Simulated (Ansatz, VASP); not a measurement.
**SnSe2 in VASP and in Ansatz**

Contents of INCAR:

```
ALGO     = Normal         # electronic algorithm
EDIFF    = 1E-7           # SCF threshold, eV
ENCUT    = 520            # plane-wave cutoff, eV
GGA      = PS             # functional
ISIF     = 2              # what is computed and relaxed
ISMEAR   = -1             # smearing method
LASPH    = True           # aspherical terms in the spheres
LCHARG   = True           # write CHGCAR
LELF     = True           # ELF
LREAL    = False          # projectors in reciprocal space
LVHAR    = True         
LWAVE    = False          # write WAVECAR
NBANDS   = 20             # bands
NELM     = 100            # most SCF steps
PREC     = Accurate       # precision mode
SIGMA    = 0.05           # smearing width, eV
```

File KPOINTS:

```
k-points
0
Gamma
  8 8 5
```

Contents of POSCAR:

```
SnSe2
1.0
    3.8110000000      0.0000000000      0.0000000000
   -1.9055000000      3.3004228138      0.0000000000
    0.0000000000      0.0000000000      6.1360000000
Sn Se
1 2
Direct
    0.0000000000      0.0000000000      0.0000000000
    0.6666666667      0.3333333333      0.7510000000
    0.3333333333      0.6666666667      0.2490000000
```

The input input.yaml:

```yaml
crystal:
  lattice:
    - [3.811, 0.0, 0.0]
    - [-1.9055, 3.3004228138, 0.0]
    - [0.0, 0.0, 6.136]
  atoms:
    - { symbol: Sn, position: [0.0, 0.0, 0.0] }
    - { symbol: Se, position: [0.6666666667, 0.3333333333, 0.751] }
    - { symbol: Se, position: [0.3333333333, 0.6666666667, 0.249] }
hamiltonian:
  xc: pbesol
  pseudopotentials: { kind: paw }
kpoints:
  mp_grid: { grid: [8, 8, 5] }
scf:
  occupations: { method: fermi_dirac, width: 0.05 }
output:
  forces: true
  stress: true
  eigenvalues: true
  write_density: true
  write_potential: true
  elf: true
  volumetric_format: npy
```

Alike in both runs: task single point; functional PBEsol; k mesh 8 × 8 × 5; occupations fermi-dirac, width 0.05 eV; no spin polarisation.

|  | VASP | Ansatz |
| --- | --- | --- |
| version | VASP 6.6.1 | Ansatz 0.2.0 |
| potentials or method | VASP PAW PBE potentials, release 64 (Sn_d, Se) | Ansatz PAW |
| plane-wave cutoff (eV) | 520 | 420 |
| valence electrons in the cell | 26 | 46 |

|  | VASP | Ansatz | Ansatz less VASP |
| --- | --- | --- | --- |
| gap on the k mesh at the Fermi level (eV) | 0.73 | 0.74 | +0.005 |
| least direct gap on the mesh (eV) | 1.00 | 1.01 | +0.009 |
| pressure (GPa) | 2.6 | 2.5 | -0.12 |
| largest component of the traceless stress (GPa) | 1.23 | 1.23 | 0.000 |
| rms of the force components (eV/Å) | 0.293 | 0.283 | -0.0104 |

Atom by atom the forces differ by 0.010 eV/Å (rms over components). The two sets of potentials don't hold the same shells in valence.

Caveats: spin-orbit coupling is left out, which moves the levels of the heavy elements; this functional lacks dispersion, which binds the layers, so the pressure and a relaxed spacing across them are unreliable; the PAW data sets were made with another functional, which shifts forces and pressure a little (VASP); an odd mesh through Γ misses points on the zone boundary, where band edges often lie (VASP); odd divisions of the mesh miss points on the zone boundary, where band edges often lie, so the gap on the mesh can be too wide (Ansatz); the PAW data sets come from PBE, with cores solved anew for the run's functional, which leaves a small shift of forces and pressure (Ansatz).
